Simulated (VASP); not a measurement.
# CaSe (Fm-3m) in VASP: further runs

CaSe is run at these levels: PBE; tasks: electric field gradients.

Everything below comes from runs of VASP 6.6.1. Logs are shortened: lines on timing, memory, paths and dates and some standing lists are left out, and cuts for length are marked.

**What was measured.**

From a printed reference work, monograph, original work of 1988, for a bulk crystal of CaSe at 2 K: band gap 3.85 eV (indirect).

How close the calculation comes is told below.

## (1) The cell of the first run

It takes space group Fm-3m (No. 225, cubic). The conventional cell has a = 5.812 Å, b = 5.812 Å, c = 5.812 Å, α = 90.00°, β = 90.00°, γ = 90.00°. Within 3.8 Å of Ca (site symmetry m-3m) lie 6 Se at 2.91 Å. Se (site symmetry m-3m) has 6 Ca at 2.91 Å within 3.8 Å.

## (2) Electric field gradients, PBE (volume scaled by 0.95)

File INCAR:

```
ALGO = Normal ; EDIFF = 1E-8
ENCUT = 520 ; GGA = PE
ISIF = 2 ; ISMEAR = -1
LASPH = T ; LCHARG = F
LEFG = T ; LREAL = F
LWAVE = F ; NBANDS = 15
NELM = 80 ; PREC = Accurate
SIGMA = 0.01
```

File KPOINTS:

```
k-points
0
Gamma
  7 7 7
```

File POSCAR:

```
CaSe
1.0
    0.0000000000      2.9058886243      2.9058886243
    2.9058886243      0.0000000000      2.9058886243
    2.9058886243      2.9058886243      0.0000000000
Ca Se
1 1
Direct
    0.0000000000      0.0000000000      0.0000000000
    0.5000000000      0.5000000000      0.5000000000
```

Potentials or basis: VASP PAW PBE potentials, release 64 (Ca_sv, Se).

Launch:

```console
$ cat potpaw_PBE.64/Ca_sv/POTCAR potpaw_PBE.64/Se/POTCAR > POTCAR
$ mpirun -np 1 vasp_std > vasp.out
```

OUTCAR:

```text
EDIFF = 1E-8
   ENCUT = 520
   GGA = PE
   ISIF = 2
   ISMEAR = -1
   LASPH = T
   LREAL = F
   NELM = 80
   PREC = Accurate

 ion  position               nearest neighbor table
   1  0.000  0.000  0.000-   2 2.91   2 2.91   2 2.91   2 2.91   2 2.91   2 2.91
   2  0.500  0.500  0.500-   1 2.91   1 2.91   1 2.91   1 2.91   1 2.91   1 2.91

  LATTYP: Found a face centered cubic cell.
 ALAT       =     5.8117772486

  Lattice vectors:

 A1 = (   0.0000000000,   2.9058886243,   2.9058886243)
 A2 = (   2.9058886243,   0.0000000000,   2.9058886243)
 A3 = (   2.9058886243,   2.9058886243,   0.0000000000)

Analysis of symmetry for initial positions (statically):
=====================================================================
 Subroutine PRICEL returns:
 Original cell was already a primitive cell.

 Routine SETGRP: Setting up the symmetry group for a
 face centered cubic supercell.

 Subroutine GETGRP returns: Found 48 space group operations
 (whereof 48 operations were pure point group operations)
 out of a pool of 48 trial point group operations.

The static configuration has the point symmetry O_h .

Analysis of symmetry for dynamics (positions and initial velocities):
=====================================================================
 Subroutine PRICEL returns:
 Original cell was already a primitive cell.

 Routine SETGRP: Setting up the symmetry group for a
 face centered cubic supercell.

 Subroutine GETGRP returns: Found 48 space group operations
 (whereof 48 operations were pure point group operations)
 out of a pool of 48 trial point group operations.

The dynamic configuration has the point symmetry O_h .

 Subroutine INISYM returns: Found 48 space group operations
 (whereof 48 operations are pure point group operations),
 and found     1 'primitive' translations

----------------------------------------------------------------------------------------

                                     Primitive cell

  volume of cell :      49.0757

  direct lattice vectors                    reciprocal lattice vectors
     0.000000000  2.905888624  2.905888624    -0.172064406  0.172064406  0.172064406
     2.905888624  0.000000000  2.905888624     0.172064406 -0.172064406  0.172064406
     2.905888624  2.905888624  0.000000000     0.172064406  0.172064406 -0.172064406

  length of vectors
     4.109547103  4.109547103  4.109547103     0.298024293  0.298024293  0.298024293

  position of ions in fractional coordinates (direct lattice)
     0.000000000  0.000000000  0.000000000
     0.500000000  0.500000000  0.500000000

  ion indices of the primitive-cell ions
   primitive index   ion index
                 1           1
                 2           2

----------------------------------------------------------------------------------------

 KPOINTS: k-points

Automatic generation of k-mesh.
 Grid dimensions read from file:
 generate k-points for:    7    7    7

 Generating k-lattice:

  Cartesian coordinates                     Fractional coordinates (reciprocal lattice)
    -0.024580629  0.024580629  0.024580629     0.142857143  0.000000000  0.000000000
     0.024580629 -0.024580629  0.024580629     0.000000000  0.142857143  0.000000000
     0.024580629  0.024580629 -0.024580629     0.000000000  0.000000000  0.142857143

  Length of vectors
     0.042574899  0.042574899  0.042574899

  Shift w.r.t. Gamma in fractional coordinates (k-lattice)
     0.000000000  0.000000000  0.000000000

 Subroutine IBZKPT returns following result:
 ===========================================

 Found     20 irreducible k-points:

 Following reciprocal coordinates:
            Coordinates               Weight
  0.000000  0.000000  0.000000      1.000000
  0.142857  0.000000  0.000000      8.000000
  0.285714  0.000000  0.000000      8.000000
  0.428571  0.000000  0.000000      8.000000
  0.142857  0.142857  0.000000      6.000000
  0.285714  0.142857  0.000000     24.000000
[... 12 lines left out ...]
 -0.428571  0.428571  0.142857     24.000000
 -0.285714  0.428571  0.142857     24.000000
   k-points           NKPTS =     20   k-points in BZ     NKDIM =     20   number of bands    NBANDS=     15
   number of dos      NEDOS =    301   number of ions     NIONS =      2
   total plane-waves  NPLWV =  32768
   dimension x,y,z NGX =    32 NGY =   32 NGZ =   32
   dimension x,y,z NGXF=    64 NGYF=   64 NGZF=   64
   ions per type =               1   1
   NGX,Y,Z   is equivalent  to a cutoff of  12.95, 12.95, 12.95 a.u.
   NGXF,Y,Z  is equivalent  to a cutoff of  25.89, 25.89, 25.89 a.u.
 SYSTEM =  unknown system
   PREC   = accura    normal or accurate (medium, high low for compatibility)
   ISTART =      0    job   : 0-new  1-cont  2-samecut
   ICHARG =      2    charge: 1-file 2-atom 10-const
   ISPIN  =      1    spin polarized calculation?
   LNONCOLLINEAR =      F non collinear calculations
   LSORBIT =      F    spin-orbit coupling
   LASPH  =      T    aspherical Exc in radial PAW
   ENCUT  =  520.0 eV  38.22 Ry    6.18 a.u.   7.64  7.64  7.64*2*pi/ulx,y,z
   NELM   =     80;   NELMIN=  2; NELMDL= -5     # of ELM steps
   EDIFF  = 0.1E-07   stopping-criterion for ELM
   LREAL  =      F    real-space projection
   EDIFFG = 0.1E-06   stopping-criterion for IOM
   NSW    =      0    number of steps for IOM
   IBRION =     -1    ionic relax: 0-MD 1-quasi-New 2-CG
   NFREE  =      0    steps in history (QN), initial steepest desc. (CG)
   ISIF   =      2    stress and relaxation
   ISYM   =      2    0-nonsym 1-usesym 2-fastsym
   POTIM  = 0.5000    time-step for ionic-motion
   TEBEG  =    0.0;   TEEND  =   0.0 temperature during run
   PSTRESS=    0.0 pullay stress
   NELECT =      16.0000    total number of electrons
   NUPDOWN=      -1.0000    fix difference up-down
   EMIN   =  10.00;   EMAX   =-10.00  energy-range for DOS
   EFERMI =   0.00;   METHOD = LEGACY
   ISMEAR =    -1;   SIGMA  =   0.01  broadening in eV -4-tet -1-fermi 0-gaus
   EFERMI_NEDOS =   21; number of points for ismear=-14 and -15
   IALGO  =     38    algorithm
   IMIX   =      4    mixing-type and parameters
     AMIX     =   0.40;   BMIX     =  1.00
     AMIX_MAG =   1.60;   BMIX_MAG =  1.00
  volume/ion in A,a.u.               =      24.54       165.59
  Fermi-wavevector in a.u.,A,eV,Ry     =   1.126746  2.129240 17.273353  1.269556
  Thomas-Fermi vector in A             =   2.263429
   LORBIT       =      0    0 simple, 1 ext, 2 COOP (PROOUT), +10 PAW based schemes
   GGA     = PE    functional components
   LHFCALC =     F    Hartree Fock is set to
   AEXX    =    0.0000 exact exchange contribution
   IVDW    =     0    specifies the selected vdW correction
   LEPSILON=     F    determine dielectric tensor
   LRPA    =     F    only Hartree local field effects (RPA)
 non-spin polarized calculation
  energy-cutoff  :      520.00
  volume of cell :       49.08
 maximum number of plane-waves:      1363
   NGX = 15   NGY = 15   NGZ = 15

 number of electron      16.0000002 magnetization

 Free energy of the ion-electron system (eV)
  ---------------------------------------------------
  ext. energy  EPLUGINS =         0.00000000
  ---------------------------------------------------
  free energy    TOTEN  =        -9.43417673 eV

  energy without entropy =       -9.43417673  energy(sigma->0) =       -9.43417673

 E-fermi :   3.1377     XC(G=0):  -9.3813

 val. band max:        2.8254982570   @ k =   0.0000   0.0000   0.0000
 cond. band min:       4.7767262379   @ k =   0.4286   0.4286   0.0000
 fundamental gap:      1.9512279809
 Fermi energy:         3.1376931917

 k-point     1 :       0.0000    0.0000    0.0000
  band No.  band energies     occupation
      1     -36.7685      2.00000
      2     -17.7725      2.00000
      3     -17.7725      2.00000
      4     -17.7725      2.00000
      5      -9.1654      2.00000
      6       2.8255      2.00000
      7       2.8255      2.00000
      8       2.8255      2.00000
      9       6.4614      0.00000
     10       6.5048      0.00000
     11       6.5048      0.00000
     12       6.5048      0.00000
     13       7.1277      0.00000
     14       7.1277      0.00000
     15      12.6069      0.00000

 k-point     2 :       0.1429    0.0000    0.0000
  band No.  band energies     occupation
      1     -36.7668      2.00000
      2     -17.8011      2.00000
      3     -17.7743      2.00000
      4     -17.7743      2.00000
      5      -9.0278      2.00000
      6       1.8320      2.00000
      7       2.4876      2.00000
      8       2.4876      2.00000
      9       6.4853      0.00000
     10       6.7955      0.00000
     11       6.7955      0.00000
     12       7.6196      0.00000
     13       7.7021      0.00000
     14       7.7021      0.00000
     15      12.8665      0.00000

 k-point     3 :       0.2857    0.0000    0.0000
  band No.  band energies     occupation
      1     -36.7630      2.00000
      2     -17.8640      2.00000
      3     -17.7782      2.00000
      4     -17.7782      2.00000
      5      -8.6974      2.00000
      6       0.3714      2.00000
      7       1.9150      2.00000
      8       1.9150      2.00000
      9       6.6666      0.00000
     10       7.4903      0.00000
     11       7.4903      0.00000
     12       9.0067      0.00000
     13       9.0067      0.00000
     14       9.1123      0.00000
     15      12.4725      0.00000
[... 271 lines left out ...]
 k-point    19 :      -0.4286    0.4286    0.1429
  band No.  band energies     occupation
      1     -36.7570      2.00000
      2     -17.8677      2.00000
      3     -17.8237      2.00000
      4     -17.8136      2.00000
      5      -8.4628      2.00000
      6       0.2568      2.00000
      7       1.3118      2.00000
      8       1.3951      2.00000
      9       5.8493      0.00000
     10       8.1235      0.00000
     11       8.4936      0.00000
     12       9.0085      0.00000
     13       9.0996      0.00000
     14       9.6306      0.00000
     15      12.3803      0.00000

 k-point    20 :      -0.2857    0.4286    0.1429
  band No.  band energies     occupation
      1     -36.7567      2.00000
      2     -17.8519      2.00000
      3     -17.8497      2.00000
      4     -17.8102      2.00000
      5      -8.4100      2.00000
      6       0.5459      2.00000
      7       0.6133      2.00000
      8       1.3230      2.00000
      9       6.8146      0.00000
     10       7.7767      0.00000
     11       8.4304      0.00000
     12       8.8522      0.00000
     13       8.9694      0.00000
     14      11.0380      0.00000
     15      12.3524      0.00000

------------------------ aborting loop because EDIFF is reached ----------------------------------------

  FORCE on cell =-STRESS in cart. coord.  units (eV):
  Direction    XX          YY          ZZ          XY          YZ          ZX
  --------------------------------------------------------------------------------------
  -------------------------------------------------------------------------------------
  Total        1.3422187      1.3422187      1.3422187      0.0000000      0.0000000      0.0000000
  in kB       43.8194560     43.8194560     43.8194560      0.0000000      0.0000000      0.0000000
  external PRESSURE =      43.8194560 kB  Pullay stress =       0.0000000 kB

 VOLUME and BASIS-vectors are now :
 -----------------------------------------------------------------------------
  energy-cutoff  :      520.00
  volume of cell :       49.08
      direct lattice vectors                 reciprocal lattice vectors
     0.000000000  2.905888624  2.905888624    -0.172064406  0.172064406  0.172064406
     2.905888624  0.000000000  2.905888624     0.172064406 -0.172064406  0.172064406
     2.905888624  2.905888624  0.000000000     0.172064406  0.172064406 -0.172064406

 POSITION                                       TOTAL-FORCE (eV/Angst)
 -----------------------------------------------------------------------------------
      0.00000      0.00000      0.00000        -0.000000      0.000000      0.000000
      2.90589      2.90589      2.90589         0.000000     -0.000000     -0.000000
 -----------------------------------------------------------------------------------
    total drift:                                0.000000     -0.000000     -0.000000

  FREE ENERGIE OF THE ION-ELECTRON SYSTEM (eV)
  ---------------------------------------------------
  free  energy   TOTEN  =        -9.4341767278 eV

  energy  without entropy=       -9.4341767278  energy(sigma->0) =       -9.43417673

 Electric field gradients (V/A^2)
---------------------------------------------------------------------
 ion       V_xx      V_yy      V_zz      V_xy      V_xz      V_yz
---------------------------------------------------------------------
   1      -0.000     0.000     0.000    -0.000    -0.000    -0.000
   2       0.000    -0.000    -0.000    -0.000    -0.000    -0.000
---------------------------------------------------------------------

 Electric field gradients after diagonalization (V/A^2)
 (convention: |V_zz| > |V_xx| > |V_yy|)
----------------------------------------------------------------------
 ion       V_xx      V_yy      V_zz     asymmetry (V_yy - V_xx)/ V_zz
----------------------------------------------------------------------
   1       0.000     0.000    -0.001       0.000
   2       0.000     0.000    -0.001       0.000
----------------------------------------------------------------------

           NMR quadrupolar parameters

 Cq : quadrupolar parameter    Cq=e*Q*V_zz/h
 eta: asymmetry parameters     (V_yy - V_xx)/ V_zz
 Q  : nuclear electric quadrupole moment in mb (millibarn)
----------------------------------------------------------------------
 ion       Cq(MHz)       eta       Q (mb)
----------------------------------------------------------------------
   1      -0.000       0.000       1.000
   2      -0.000       0.000       1.000
----------------------------------------------------------------------
```

Run time: 13 s. Hardware: 1 thread of Intel Xeon Platinum 8375C at 2.90GHz (Ice Lake), shared host; peak memory 0.18 GiB.

What came out:

| Quantity | Value |
| --- | --- |
| Free energy | -9.4342 eV |
| Pressure | 4.4 GPa |
| Band gap on the k mesh | 1.95 eV, indirect (least direct gap 2.91 eV) |

Caveat: without QUAD_EFG the Cq values of the log hold for a quadrupole moment of 1 mb, not for the nuclei. A k mesh can miss the band edges.

## (3) Electric field gradients, PBE (volume scaled by 0.975)

File INCAR:

```
PREC = Accurate
ENCUT = 520
EDIFF = 1E-8
ISMEAR = -1
SIGMA = 0.01
LREAL = False
LASPH = True
NELM = 80
ALGO = Normal
ISIF = 2
LWAVE = False
LCHARG = False
GGA = PE
LEFG = True
NBANDS = 15
```

File KPOINTS:

```
Automatic mesh
0
Gamma
  7 7 7
```

File POSCAR:

```
CaSe
1.0
    0.0000000000      2.9311584894      2.9311584894
    2.9311584894      0.0000000000      2.9311584894
    2.9311584894      2.9311584894      0.0000000000
Ca Se
1 1
Direct
    0.0000000000      0.0000000000      0.0000000000
    0.5000000000      0.5000000000      0.5000000000
```

Potentials or basis: VASP PAW PBE potentials, release 64 (Ca_sv, Se).

Launch:

```console
$ cat potpaw_PBE.64/Ca_sv/POTCAR potpaw_PBE.64/Se/POTCAR > POTCAR
$ mpirun -np 1 vasp_std > vasp.out
```

OUTCAR:

```text
PREC = Accurate
   ENCUT = 520
   EDIFF = 1E-8
   ISMEAR = -1
   LREAL = False
   LASPH = True
   NELM = 80
   ISIF = 2
   GGA = PE

 ion  position               nearest neighbor table
   1  0.000  0.000  0.000-   2 2.93   2 2.93   2 2.93   2 2.93   2 2.93   2 2.93
   2  0.500  0.500  0.500-   1 2.93   1 2.93   1 2.93   1 2.93   1 2.93   1 2.93

  LATTYP: Found a face centered cubic cell.
 ALAT       =     5.8623169788

  Lattice vectors:

 A1 = (   0.0000000000,   2.9311584894,   2.9311584894)
 A2 = (   2.9311584894,   0.0000000000,   2.9311584894)
 A3 = (   2.9311584894,   2.9311584894,   0.0000000000)

Analysis of symmetry for initial positions (statically):
[... 562 lines left out ...]
  free  energy   TOTEN  =        -9.4630902404 eV

  energy  without entropy=       -9.4630902404  energy(sigma->0) =       -9.46309024

 Electric field gradients (V/A^2)
---------------------------------------------------------------------
 ion       V_xx      V_yy      V_zz      V_xy      V_xz      V_yz
---------------------------------------------------------------------
   1       0.000    -0.000     0.000    -0.000    -0.000    -0.000
   2      -0.000    -0.000     0.000    -0.000    -0.000    -0.000
---------------------------------------------------------------------

 Electric field gradients after diagonalization (V/A^2)
 (convention: |V_zz| > |V_xx| > |V_yy|)
----------------------------------------------------------------------
 ion       V_xx      V_yy      V_zz     asymmetry (V_yy - V_xx)/ V_zz
----------------------------------------------------------------------
   1       0.000     0.000    -0.000       0.000
   2       0.000     0.000    -0.001       0.000
----------------------------------------------------------------------

           NMR quadrupolar parameters

 Cq : quadrupolar parameter    Cq=e*Q*V_zz/h
 eta: asymmetry parameters     (V_yy - V_xx)/ V_zz
 Q  : nuclear electric quadrupole moment in mb (millibarn)
----------------------------------------------------------------------
 ion       Cq(MHz)       eta       Q (mb)
----------------------------------------------------------------------
   1      -0.000       0.000       1.000
   2      -0.000       0.000       1.000
----------------------------------------------------------------------
```

Run time: 14 s. Hardware: 1 thread of Intel Xeon Platinum 8375C at 2.90GHz (Ice Lake), shared host; peak memory 0.17 GiB.

What came out:

* Free energy: -9.4631 eV
* Pressure: 2.8 GPa
* Band gap on the k mesh: 2.02 eV, indirect (least direct gap 2.95 eV)

Levels at points of the mesh, in eV from the valence-band top:
```
           k point  band 4  band 5  band 6  band 7  band 8  band 9  band 10  band 11  band 12  band 13
(0.00, 0.00, 0.00)  -20.67  -11.89    0.00    0.00    0.00    3.49     3.69     3.69     3.69     4.29
```

Caveat: without QUAD_EFG the Cq values of the log hold for a quadrupole moment of 1 mb, not for the nuclei.

(Part 1 of 2 ends here.)
